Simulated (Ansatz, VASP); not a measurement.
Two plane-wave programs on Sr

```
Sr
1.0
    -2.41866    2.41866    2.41866
     2.41866   -2.41866    2.41866
     2.41866    2.41866   -2.41866
Sr
1
Direct
  0.00000 0.00000 0.00000
```

Change from the starting cell: volume scaled by 0.98.

Alike in both runs: task single point; functional PBE; k mesh 8 × 8 × 8; occupations fermi-dirac, width 0.05 eV; no spin polarisation.

|  | VASP | Ansatz |
| --- | --- | --- |
| version | VASP 6.6.1 | Ansatz 0.2.0 |
| potentials or method | VASP PAW PBE potentials, release 64 (Sr_sv) | Ansatz PAW |
| plane-wave cutoff (eV) | 520 | 420 |
| valence electrons in the cell | 10 | 10 |

```csv
,VASP,Ansatz,Ansatz less VASP
gap on the k mesh at the Fermi level (eV),none,none,-
pressure (GPa),-0.5,-0.5,0.00
```

A gap of «none» marks a metal or a gap that the smearing closes.
